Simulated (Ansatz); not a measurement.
Input for Ansatz (plane-wave DFT), Fe:

```yaml
crystal:
  lattice:
    - [-1.4315177495, 1.4315177495, 1.4315177495]
    - [1.4315177495, -1.4315177495, 1.4315177495]
    - [1.4315177495, 1.4315177495, -1.4315177495]
  atoms:
    - { symbol: Fe, position: [0.0, 0.0, 0.0], spin: 4.0 }
basis:
  ecutwfc: 420
  ecutrho_ratio: 6
kpoints:
  mp_grid: { grid: [8, 8, 8] }
hamiltonian:
  xc: pbe
scf:
  occupations: { method: gaussian, width: 0.1 }
  lower_state_search: "off"
output:
  forces: true
  stress: true
  eigenvalues: true
  populations: true
magnetization:
  spin_polarized: true
```

Command:

```bash
ansatz run input.yaml --threads 1 --pin off --max-ram 1331MiB --backend cpu --events-out ev --progress --plain --runs-dir out
```

Output, shortened (HF is the Harris–Foulkes energy, dr2 the density residual in eV):

```text
Pseudopotential: Fe, paw, valence charge 16, recommended cutoff 420 eV (normal)
Crystal: 1 atom, lattice volume = 11.734 Å³
Basis set: ecut = 420 eV, 225 PW (Γ), exchange–correlation on 48×48×48 points (8 copies of the dense FFT grid, shifted against one another)
Bands: 14, of which v1, the nominal top of the filled ones, is band 8 counted from 1 (7 counted from 0)
Symmetry: 48 space group operations
Space group: Im-3m (ITA 229), of the structure as read, at distance tolerance 2.3e-5 Å
k-points: 29 of 512
Initial density: superposition of atomic densities
Starting moments: Σ|m| = 4 μB on 1 of 1 site
SCF iter   1: HF=-4480.175686 eV  Δρ=1.12e-1 (↑1.12e-1 ↓6.91e-2) dr2=2.36e-1  dr2_m=8.52e-1  M=2.808 μB ∫|m|=2.876 μB
SCF iter   2: HF=-4480.257497 eV  Δρ=6.83e-2 (↑6.83e-2 ↓6.83e-2) dr2=2.56e-3  dr2_m=4.98e-1  M=2.722 μB ∫|m|=2.807 μB
SCF iter   3: HF=-4480.586564 eV  Δρ=8.78e-2 (↑8.78e-2 ↓2.02e-2) dr2=6.43e-1  dr2_m=2.00e-1  M=2.447 μB ∫|m|=2.568 μB
SCF iter   4: HF=-4480.467542 eV  Δρ=9.40e-3 (↑9.40e-3 ↓5.60e-3) dr2=6.40e-3  dr2_m=4.10e-3  M=2.347 μB ∫|m|=2.498 μB
   ...
SCF iter   8: HF=-4480.469143 eV  Δρ=3.33e-4 (↑3.33e-4 ↓2.13e-4) dr2=1.30e-6  dr2_m=7.85e-6  M=2.350 μB ∫|m|=2.486 μB
SCF iter   9: HF=-4480.469145 eV  Δρ=8.60e-5 (↑8.60e-5 ↓6.07e-5) dr2=6.04e-8  dr2_m=5.67e-7  M=2.350 μB ∫|m|=2.485 μB
SCF iter  10: F=-4480.469145 eV  HF=-4480.469145 eV  Δρ=1.06e-5 (↑1.06e-5 ↓8.17e-6) dr2=5.83e-10  dr2_m=9.33e-9  M=2.349 μB ∫|m|=2.485 μB
SCF 1 converged in 10 iterations: F = -4480.469145 eV  dr2 = 5.83e-10
SCF converged after 10 iterations
Magnetization: 2.3495 μB (9.1747 up, 6.8253 down)
Absolute magnetization: 2.4851 μB (∫|ρ↑−ρ↓|, with the PAW one-centre terms)
Per-site moments (μB) at R_I (Å): [(2.4063, 1.0227)]
Free energy (F): -4480.469145 eV
E sigma→0 (E₀):  -4480.467281 eV
Entropy (-TS):   -0.003727 eV (-3.727 meV/atom)
Fermi energy:    17.806050 eV
--- Forces (eV/Å), atoms counted from 1 ---
  atom   1  Fe    -0.00000000     0.00000000    -0.00000000
--- Stress (GPa, compression-positive) ---
       -3.021419       0.000000       0.000000
       -0.000000      -3.021419       0.000000
       -0.000000      -0.000000      -3.021419
  P = ⅓ Tr σ = -3.0214 GPa (-30.214 kbar)
```

The inputs are trials, many of them unsound on purpose. Their numbers show the effect of the settings and aren't properties of the material.